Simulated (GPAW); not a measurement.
# SnO2 (Cassiterite) (P4_2/mnm) in GPAW: a series of runs

One crystal, SnO2 (Cassiterite), is run at these levels: PBE, LDA; tasks: single point.

All numbers are computed with GPAW 26.7.0; they aren't measurements. Logs are shortened: lines on timing, memory, paths and dates and some standing lists are left out, and cuts for length are marked. The log counts tension as positive stress, the text compression.

## 1. Starting point

The structure is tetragonal, space group P4_2/mnm (No. 136). The conventional cell has a = 4.738 Å, b = 4.738 Å, c = 3.187 Å, α = 90.00°, β = 90.00°, γ = 90.00°. Sn (site symmetry mmm) has 6 O at 2.05 to 2.06 Å as nearest neighbours. Around O (site symmetry m2m) lie 3 Sn at 2.05 to 2.06 Å.

## 2. Single point, PBE

run.py reads:

```python
from ase import Atoms
from ase.dft.bandgap import bandgap
from ase.io import write
from ase.units import GPa
from gpaw import GPAW, PW

atoms = Atoms(['Sn', 'Sn', 'O', 'O', 'O', 'O'],
              cell=[[4.738, 0.0, 0.0],
                    [0.0, 4.738, 0.0],
                    [0.0, 0.0, 3.1865]],
              scaled_positions=[[0.5, 0.5, 0.5],
                                [0.0, 0.0, 0.0],
                                [0.8071, 0.1929, 0.5],
                                [0.6929, 0.6929, 0.0],
                                [0.1929, 0.8071, 0.5],
                                [0.3071, 0.3071, 0.0]],
              pbc=True)

calc = GPAW(mode=PW(800),
            xc='PBE',
            kpts={'size': (6, 6, 8), 'gamma': True},
            occupations={'name': 'methfessel-paxton', 'order': 0, 'width': 0.014},
            nbands=43,
            convergence={'density': 1e-05, 'energy': 1e-05},
            maxiter=150,
            txt='gpaw.txt')
atoms.calc = calc
energy = atoms.get_potential_energy()
forces = atoms.get_forces()
stress = atoms.get_stress()
calc.write('gs.gpw')
write('result.traj', atoms)
print(f'Energy: {energy:.6f} eV')
print('Forces (eV/A):')
print(forces.round(4))
print('Stress (GPa):', (stress / GPa).round(3))
print('Fermi level:', round(calc.get_fermi_level(), 4), 'eV')
print(f'Gap: {bandgap(calc)[0]:.4f} eV, direct: {bandgap(calc, direct=True)[0]:.4f} eV')
```

Potentials or basis: GPAW PAW data sets (gpaw-data 1.2.1), pw.

On the command line:

```console
$ OMP_NUM_THREADS=1 python run.py
```

gpaw.txt:

```text
__  _  _
 | _ |_)|_||  |
 |__||  | ||/\| - 26.7.0

Input parameters:
  mode=PW(ecut=800.0),
  convergence={'density': 1e-05, 'energy': 1e-05},
  kpts=MonkhorstPack(size=(6, 6, 8), gamma=True),
  maxiter=150,
  nbands=43,
  occupations=Occupations(name='methfessel-paxton', order=0, width=0.014),
  xc=XC(name='PBE')

Diagonalizing LCAO Hamiltonian
Converting LCAO to pw mode
    .-----------.
   /|           |
  / |           |
 *  | O         |
 |  .---Sn-O----.
 | /       O   /
 |/   O       /
 Sn----------*

Atoms  # Å, Bohr magnetons
|   | symbol |        x |        y |        z |    initial magnetic moments |
|---|--------|----------|----------|----------|-----------------------------|
| 0 |     Sn | 2.369000 | 2.369000 | 1.593250 | ( 0.0000,  0.0000,  0.0000) |
| 1 |     Sn | 0.000000 | 0.000000 | 0.000000 | ( 0.0000,  0.0000,  0.0000) |
| 2 |      O | 3.824040 | 0.913960 | 1.593250 | ( 0.0000,  0.0000,  0.0000) |
| 3 |      O | 3.282960 | 3.282960 | 0.000000 | ( 0.0000,  0.0000,  0.0000) |
| 4 |      O | 0.913960 | 3.824040 | 1.593250 | ( 0.0000,  0.0000,  0.0000) |
| 5 |      O | 1.455040 | 1.455040 | 0.000000 | ( 0.0000,  0.0000,  0.0000) |

Unit cell  # Å
| periodic |        x |        y |        z |  lengths |    angles |
|----------|----------|----------|----------|----------|-----------|
|      yes | 4.738000 | 0.000000 | 0.000000 | 4.738000 | 90.000000 |
|      yes | 0.000000 | 4.738000 | 0.000000 | 4.738000 | 90.000000 |
|      yes | 0.000000 | 0.000000 | 3.186500 | 3.186500 | 90.000000 |

Number of symmetries: 8
Symmetry operations  # r_c * U_cc + t_c -> r_c
|   | kind |            matrix            |
|---|------|------------------------------|
| 0 |  E   |  1, 0, 0,  0, 1, 0,  0, 0, 1 |
| 1 |  σ   |  1, 0, 0,  0, 1, 0,  0, 0,-1 |
| 2 |  σ   |  0, 1, 0,  1, 0, 0,  0, 0, 1 |
| 3 |  C2  |  0, 1, 0,  1, 0, 0,  0, 0,-1 |
| 4 |  σ   |  0,-1, 0, -1, 0, 0,  0, 0, 1 |
| 5 |  C2  |  0,-1, 0, -1, 0, 0,  0, 0,-1 |
| 6 |  C2  | -1, 0, 0,  0,-1, 0,  0, 0, 1 |
| 7 |  i   | -1, 0, 0,  0,-1, 0,  0, 0,-1 |

BZ-sampling:
  Number of BZ points: 288
  Number of IBZ points: 65

  Monkhorst-Pack size: [6, 6, 8]
  Monkhorst-Pack shift: [0.08333333333333333, 0.08333333333333333, 0.0625]

K-points  # in reciprocal-cell coordinates
|     |                                coordinates |     weight |
|-----|--------------------------------------------|------------|
|   0 | (  0.00000000,   0.00000000,   0.00000000) | 0.00347222 |
|   1 | (  0.00000000,   0.00000000,   0.12500000) | 0.00694444 |
|   2 | (  0.00000000,   0.00000000,   0.25000000) | 0.00694444 |
|   3 | (  0.00000000,   0.00000000,   0.37500000) | 0.00694444 |
|   4 | (  0.00000000,   0.00000000,   0.50000000) | 0.00347222 |
|   5 | (  0.16666667,  -0.16666667,   0.00000000) | 0.00694444 |
|   6 | (  0.16666667,  -0.16666667,   0.12500000) | 0.01388889 |
|   7 | (  0.16666667,  -0.16666667,   0.25000000) | 0.01388889 |
|   8 | (  0.16666667,  -0.16666667,   0.37500000) | 0.01388889 |
|   9 | (  0.16666667,  -0.16666667,   0.50000000) | 0.00694444 |
| ... |                                            |            |
|  64 | (  0.50000000,   0.50000000,   0.50000000) | 0.00347222 |

Plane wave coefficients: 3704
Cutoff: 800.0 eV

Spin-components: 1 (collinear spins)
Bands:           43
Projectors:      32
Spin-degeneracy: 2
Datatype:        complex128

Parallelization:
  kpt:    1
  domain: 1
  band:   1

Density:
  Valence electrons: 52.0
  Components: 1
  Grid points: [32 32 21]
  Charge: 0.0  # |e|

Potential:
  Grid points: [32 32 21]

species:
  Sn:
    name:    Tin
    Z:       50.0
    valence: 14
    core:    36
    charge:  0.0  # [|e|]
    compensation charges:
      type: gauss
      rc: 0.38  # [Å]
      lmax: 2
    cutoffs:
      filter: 2.23  # [Å]
      core: 2.35  # [Å]
    projectors
    | kind |    occ | energy [eV] | rcut [Å] |
    |------|--------|-------------|----------|
    |   5s |  2.000 |     -10.538 |    1.201 |
    |   5p |  2.000 |      -3.696 |    1.270 |
    |   4d | 10.000 |     -25.845 |    1.185 |
    |    s |        |      16.674 |    1.201 |
    |    p |        |      23.515 |    1.270 |
    |    d |        |       1.367 |    1.185 |

    Using partial waves for Sn as LCAO basis

  O:
    name:    Oxygen
    Z:       8.0
    valence: 6
    core:    2
    charge:  0.0  # [|e|]
    compensation charges:
      type: gauss
      rc: 0.21  # [Å]
      lmax: 2
    cutoffs:
      filter: 1.17  # [Å]
      core: 0.83  # [Å]
    projectors
    | kind |    occ | energy [eV] | rcut [Å] |
    |------|--------|-------------|----------|
    |   2s |  2.000 |     -23.961 |    0.688 |
    |   2p |  4.000 |      -9.029 |    0.598 |
    |    s |        |       3.251 |    0.688 |
    |    p |        |      18.182 |    0.598 |
    |    d |        |       0.000 |    0.619 |

    Using partial waves for O as LCAO basis

Reference energy: -344184.795819  # eV

eigensolver:
  PPCG
  Converge bands: occupied
  niter=2

density mixing:
  MSR1-Mixer
  Pratt-step length: 0.05
  Maximum mixing coefficient: 0.75
  Old densities: 10
  SVD Regularization: 0.005
  Good broyden scale: 1.0
  Trust region scale: 1.0
  Backstep threshold: 4.0
  History deletion threshold: 6.0
  Fourier metric: weight=20.0, sigma=0.015

occupation numbers:
  Methfessel-Paxton:
    width: 0.0140  # eV
    order: 0

poisson solver:
  ecut: 6400.0  # eV

xc functional:
  name: PBE with 2 nearest neighbor stencil

convergence criteria:
[... 6 lines left out ...]
|iter     | |      energy | eigst |  dens |
|---------|-|-------------|-------|-------|
|iter:   1| |  -44.545599 | +0.48 |       |
|iter:   2| |  -43.070487 | -1.29 | -0.87 |
|iter:   3| |  -38.788851 | -0.76 | -0.93 |
|iter:   4| |  -38.761736 | -2.68 | -1.48 |
|iter:   5| |  -38.771325 | -3.30 | -1.80 |
|iter:   6| |  -38.771728 | -4.54 | -2.88 |
|iter:   7| |  -38.771813c| -5.29 | -3.30 |
|iter:   8| |  -38.771785c| -5.86 | -3.53 |
|iter:   9| |  -38.771786c| -7.51c| -4.40 |
|iter:  10| |  -38.771786c| -7.67c| -4.88 |
|iter:  11| |  -38.771786c| -8.20c| -5.47c|

Converged in 11 steps
Energy contributions relative to reference atoms: (reference = -344184.795819)

Energy contributions:
  Kinetic:          81.523515
  Coulomb:         -72.096083
  Zero:              0.239330
  External:          0.000000
  Xc:              -48.438548
  Entropy:          -0.000000
  Spinorbit:         0.000000
  ----------------------------
  Free energy:     -38.771786
  Extrapolated:    -38.771786

dipole moment: (-15.483006, -15.483006, -28.279072)  # |e|*Ang

Fermi level: 6.407
Eigenvalues  # (at kpt = [0.000, 0.000, 0.000])
| band index |      eig [eV] | occ [0-2] |
|------------|---------------|-----------|
|          0 |       -15.024 |     2.000 |
|        ... |               |           |
|         18 |         2.978 |     2.000 |
|         19 |         4.031 |     2.000 |
|         20 |         4.160 |     2.000 |
|         21 |         4.862 |     2.000 |
|         22 |         4.862 |     2.000 |
|         23 |         5.299 |     2.000 |
[... 8 lines left out ...]
|         32 |        18.210 |     0.000 |
|         33 |        18.210 |     0.000 |
|        ... |               |           |
|         42 |        26.104 |     0.000 |

Gap: 1.315 eV
Transition (v -> c):
  (s=0, k=0, n=25, [0.00, 0.00, 0.00]) -> (s=0, k=0, n=26, [0.00, 0.00, 0.00])
No difference between direct/indirect transitions

Forces  # eV/Ang
|        x |        y |       z |
|----------|----------|---------|
|  0.00000 |  0.00000 | 0.00000 |  # Sn   0
|  0.00000 |  0.00000 | 0.00000 |  # Sn   1
| -0.17965 |  0.17965 | 0.00000 |  # O    2
|  0.17965 |  0.17965 | 0.00000 |  # O    3
|  0.17965 | -0.17965 | 0.00000 |  # O    4
| -0.17965 | -0.17965 | 0.00000 |  # O    5

Stress tensor  # eV/Ang^3
|         x |         y |         z |
|-----------|-----------|-----------|
| -0.054911 | -0.000000 |  0.000000 |
| -0.000000 | -0.054911 |  0.000000 |
|  0.000000 |  0.000000 | -0.070054 |

# Writing to gs.gpw (mode='')
```

stdout:

```text
Energy: -38.771786 eV
Forces (eV/A):
[[ 0.      0.      0.    ]
 [ 0.      0.      0.    ]
 [-0.1796  0.1796  0.    ]
 [ 0.1797  0.1797  0.    ]
 [ 0.1796 -0.1796  0.    ]
 [-0.1797 -0.1797  0.    ]]
Stress (GPa): [ -8.798  -8.798 -11.224   0.      0.     -0.   ]
Fermi level: 6.4067 eV
Gap: 1.3147 eV, direct: 1.3147 eV
```

Run time: 3.2 min. Hardware: 1 thread of Arm Neoverse V1, shared host; peak memory 0.39 GiB.

Results:

```
Free energy            : -38.7718 eV
Pressure               : 9.6 GPa
Largest force          : 0.254 eV/Å
Band gap on the k mesh : 1.31 eV, direct
```

Forces in eV/Å, atoms in the order of the input:
```
Sn   0.000  0.000  0.000
Sn   0.000  0.000  0.000
O   -0.180  0.180  0.000
O    0.180  0.180  0.000
O    0.180 -0.180  0.000
O   -0.180 -0.180  0.000
```

Caveat: spin-orbit coupling is left out, which moves the levels of the heavy elements.

## 3. Single point, LDA

run.py reads:

```python
from ase.dft.bandgap import bandgap
from ase.io import read, write
from ase.units import Bohr, GPa
from gpaw import GPAW, PW
from gpaw.elf import elf_from_dft_calculation

atoms = read('POSCAR')

calc = GPAW(mode=PW(800),
            xc='LDA',
            kpts={'size': (6, 6, 8), 'gamma': True},
            occupations={'name': 'methfessel-paxton', 'order': 0, 'width': 0.1},
            nbands=43,
            convergence={'density': 1e-05, 'energy': 1e-05},
            maxiter=150,
            txt='gpaw.txt')
atoms.calc = calc
energy = atoms.get_potential_energy()
forces = atoms.get_forces()
stress = atoms.get_stress()
calc.write('gs.gpw')
write('result.traj', atoms)
print(f'Energy: {energy:.6f} eV')
print('Forces (eV/A):')
print(forces.round(4))
print('Stress (GPa):', (stress / GPa).round(3))
print('Fermi level:', round(calc.get_fermi_level(), 4), 'eV')
print(f'Gap: {bandgap(calc)[0]:.4f} eV, direct: {bandgap(calc, direct=True)[0]:.4f} eV')

# fields on the real-space grid
write('density.cube', atoms, data=calc.get_pseudo_density() * Bohr**3)
write('potential.cube', atoms, data=calc.get_electrostatic_potential())
write('elf.cube', atoms, data=elf_from_dft_calculation(calc).data)
```

POSCAR reads:

```
SnO2
1.0
    4.7380000000      0.0000000000      0.0000000000
    0.0000000000      4.7380000000      0.0000000000
    0.0000000000      0.0000000000      3.1865000000
Sn O
2 4
Direct
    0.5000000000      0.5000000000      0.5000000000
    0.0000000000      0.0000000000      0.0000000000
    0.8071000000      0.1929000000      0.5000000000
    0.6929000000      0.6929000000      0.0000000000
    0.1929000000      0.8071000000      0.5000000000
    0.3071000000      0.3071000000      0.0000000000
```

Potentials or basis: the program's PAW data sets (release 1.2.1) made for this functional, pw.

On the command line:

```console
$ OMP_NUM_THREADS=1 python run.py
```

Wall time 3 min (1 thread of Arm Neoverse V1, shared host); peak memory 0.39 GiB.

The run converged. Its results:

| Item | Value |
| --- | --- |
| Free energy | -43.9772 eV |
| Pressure | -2.8 GPa |
| Largest force | 0.117 eV/Å |
| Band gap on the k mesh | 1.16 eV, direct |

Forces on the atoms (eV/Å):
```
Sn   0.000  0.000  0.000
Sn   0.000  0.000  0.000
O   -0.083  0.083  0.000
O    0.083  0.083  0.000
O    0.083 -0.083  0.000
O   -0.083 -0.083  0.000
```

Stress tensor (GPa, compression positive):
```
-2.90  0.00  0.00
 0.00 -2.90  0.00
 0.00  0.00 -2.61
```

Levels at points of the mesh, in eV from the valence-band top:
| k point | band 23 | band 24 | band 25 | band 26 | band 27 | band 28 | band 29 | band 30 |
| --- | --- | --- | --- | --- | --- | --- | --- | --- |
| (0.00, 0.00, 0.00) | -1.25 | -0.80 | -0.80 | 0.00 | 1.16 | 5.92 | 6.11 | 6.11 |
| (0.00, 0.00, 0.50) | -1.70 | -1.70 | -1.28 | -1.28 | 6.03 | 6.03 | 9.53 | 9.53 |
| (0.50, 0.00, 0.00) | -1.21 | -1.21 | -0.65 | -0.65 | 4.30 | 4.30 | 6.84 | 6.84 |
| (0.50, 0.00, 0.50) | -1.13 | -1.13 | -0.72 | -0.72 | 6.30 | 6.30 | 7.86 | 7.86 |
| (0.50, 0.50, 0.00) | -1.33 | -1.33 | -0.91 | -0.91 | 4.67 | 4.67 | 7.31 | 7.31 |
| (0.50, 0.50, 0.50) | -1.00 | -1.00 | -0.84 | -0.84 | 4.73 | 4.73 | 8.62 | 8.62 |

Caveat: spin-orbit coupling is left out, which moves the levels of the heavy elements.

## 4. Single point, PBE

run.py reads:

```python
from ase.dft.bandgap import bandgap
from ase.io import read, write
from ase.units import GPa
from gpaw import GPAW, PW

atoms = read('POSCAR')

calc = GPAW(mode=PW(800),
            xc='PBE',
            kpts={'size': (6, 6, 8), 'gamma': True},
            occupations={'name': 'methfessel-paxton', 'order': 0, 'width': 0.05},
            nbands=43,
            convergence={'density': 1e-05, 'energy': 1e-05},
            maxiter=150,
            txt='gpaw.txt')
atoms.calc = calc
energy = atoms.get_potential_energy()
forces = atoms.get_forces()
stress = atoms.get_stress()
calc.write('gs.gpw')
write('result.traj', atoms)
print(f'Energy: {energy:.6f} eV')
print('Forces (eV/A):')
print(forces.round(4))
print('Stress (GPa):', (stress / GPa).round(3))
print('Fermi level:', round(calc.get_fermi_level(), 4), 'eV')
print(f'Gap: {bandgap(calc)[0]:.4f} eV, direct: {bandgap(calc, direct=True)[0]:.4f} eV')
```

POSCAR is that of step 3.

Potentials or basis: GPAW PAW data sets (gpaw-data 1.2.1), pw.

On the command line:

```console
$ OMP_NUM_THREADS=1 python run.py
```

It took 3.1 min on 1 thread of Arm Neoverse V1, shared host; peak memory 0.39 GiB.

The run converged. Its results:

```
Free energy            : -38.7718 eV
Pressure               : 9.6 GPa
Largest force          : 0.254 eV/Å
Band gap on the k mesh : 1.31 eV, direct
```

Forces on the atoms (eV/Å):
```
Sn   0.000  0.000  0.000
Sn   0.000  0.000  0.000
O   -0.180  0.180  0.000
O    0.180  0.180  0.000
O    0.180 -0.180  0.000
O   -0.180 -0.180  0.000
```

Stress tensor (GPa, compression positive):
```
 8.80  0.00  0.00
 0.00  8.80  0.00
 0.00  0.00 11.22
```

Levels at points of the mesh, in eV from the valence-band top:
| k point | band 24 | band 25 | band 26 | band 27 | band 28 | band 29 |
| --- | --- | --- | --- | --- | --- | --- |
| (0.00, 0.00, 0.00) | -0.77 | -0.77 | 0.00 | 1.31 | 6.18 | 6.37 |
| (0.00, 0.00, 0.50) | -1.65 | -1.25 | -1.25 | 6.26 | 6.26 | 9.81 |
| (0.50, 0.00, 0.00) | -1.17 | -0.63 | -0.63 | 4.47 | 4.47 | 7.11 |
| (0.50, 0.00, 0.50) | -1.10 | -0.68 | -0.68 | 6.53 | 6.53 | 8.10 |
| (0.50, 0.50, 0.00) | -1.29 | -0.90 | -0.90 | 4.87 | 4.87 | 7.55 |
| (0.50, 0.50, 0.50) | -0.97 | -0.83 | -0.83 | 4.96 | 4.96 | 8.91 |

Caveat: spin-orbit coupling is left out, which moves the levels of the heavy elements.

## 5. Overview

```csv
level,potentials or basis,smearing,gap on the mesh (eV),pressure (GPa),largest force (eV/Å)
PBE,"GPAW PAW data sets (gpaw-data 1.2.1), pw",gaussian 0.014 eV,1.31,9.6,0.25
LDA,"the program's PAW data sets (release 1.2.1) made for this functional, pw",gaussian 0.1 eV,1.16,-2.8,0.12
PBE,"GPAW PAW data sets (gpaw-data 1.2.1), pw",gaussian 0.05 eV,1.31,9.6,0.25
```

Alike in all rows: task single point; no spin polarisation; cell as given; k mesh 6 × 6 × 8; cutoff (eV) 800.

Caveats: spin-orbit coupling is left out, which moves the levels of the heavy elements.

Total energies depend on the potentials used, so only differences within one code and one set of settings carry meaning.
